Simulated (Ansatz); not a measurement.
**MgO (zincblende) under strain**

MgO built on the zincblende prototype, relaxed with r2SCAN in Ansatz 0.2.0. The symmetry is F-43m (No. 216, cubic); conventional cell a = 4.564 Å, 11.88 Å³ an atom. Around Mg lie 4 O at 1.98 Å; around O lie 4 Mg at 1.98 Å.

The axes x, y and z are those of this cell:
```
CELL_PARAMETERS angstrom
0.00000 2.28201 2.28201
2.28201 0.00000 2.28201
2.28201 2.28201 0.00000
ATOMIC_POSITIONS crystal
Mg 0.00000 0.00000 0.00000
O 0.25000 0.25000 0.25000
```

Unstrained: The PBE gap is direct at Γ: 3.657 eV. With r2SCAN the gap is 4.336 eV and direct, at Γ. The HSE06 gap is direct at Γ: 5.268 eV. Meshes: PBE 10×10×10, r2SCAN 10×10×10, HSE06 6×6×6. Strains are changes of length per length. After each strain the atoms were relaxed again with r2SCAN within the symmetry that the strain leaves, so tilts or polar shifts that break it weren't tested; points keep the names that they have in the unstrained zone. Simulation only: spin-unpolarised, and no claim that this is the phase found in nature.

Changes of the least gap in eV (an overlap counts as a negative gap):
```
                                                                   strain  volume change (%)  space group     PBE  r2SCAN   HSE06  G0W0@PBE (mesh)  energy rise, r2SCAN (meV/atom)
                                         isotropic -4.0 % on every length              -11.5        F-43m  +0.732  +0.773  +0.815            +0.93                            76.1
epitaxial +4.0 % in the plane normal to [111], free normal strain -2.20 %               +5.8          R3m  -0.536  -0.558  -0.573            -0.67                            29.9
                                                  uniaxial +5.0 % along z               +5.0        I-4m2  -0.327  -0.344  -0.358            -0.41                            14.2
                                         isotropic +0.5 % on every length               +1.5        F-43m  -0.085  -0.089  -0.094            -0.11                             1.0
                                                  uniaxial +2.0 % along x               +2.0        I-4m2  -0.129  -0.137  -0.141            -0.16                             2.3
```
Unstrained, G0W0@PBE with 99 empty bands, a screening cutoff of 150 eV and a 6×6×6 mesh gives 5.75 eV on its mesh; the band count follows the volume. No extrapolation in bands, cutoff or mesh was made for G0W0.

Isotropic -4.0 % on every length. HSE06: the gap goes from 5.268 to 6.083 eV (+0.815 eV); least and direct gap lie within 0.04 eV, so its kind isn't settled. Stress change with r2SCAN, compression positive: xx +19.68, yy +19.68, zz +19.68 GPa.

Epitaxial +4.0 % in the plane normal to [111], free normal strain -2.20 %. HSE06: the gap goes from 5.268 to 4.695 eV (-0.573 eV); with r2SCAN the top three valence levels at Γ, degenerate before, become 1+2 from the top over 278 meV. Stress change with r2SCAN, compression positive: xx -6.41, yy -6.41, zz -6.41, xy +3.19, xz +3.19, yz +3.19 GPa.

Uniaxial +5.0 % along z, other directions held. HSE06: the gap goes from 5.268 to 4.910 eV (-0.358 eV); least and direct gap lie within 0.04 eV, so its kind isn't settled; with r2SCAN the top three valence levels at Γ, degenerate before, become 2+1 from the top over 114 meV. Stress change with r2SCAN, compression positive: xx -4.69, yy -4.69, zz -7.66 GPa.

Isotropic +0.5 % on every length. HSE06: the gap goes from 5.268 to 5.174 eV (-0.094 eV). Stress change with r2SCAN, compression positive: xx -1.83, yy -1.83, zz -1.83 GPa. For HSE06, dE_g/d ln V = -6.3 eV over this step.

Uniaxial +2.0 % along x, other directions held. HSE06: the gap goes from 5.268 to 5.127 eV (-0.141 eV); least and direct gap lie within 0.04 eV, so its kind isn't settled; with r2SCAN the top three valence levels at Γ, degenerate before, become 2+1 from the top over 44 meV. Stress change with r2SCAN, compression positive: xx -3.09, yy -2.07, zz -2.07 GPa.

The meshes of the hybrids are coarse, so their gaps aren't converged to the digits shown.

The splittings at Γ are without spin-orbit coupling, which regroups them where it is of like size or larger.
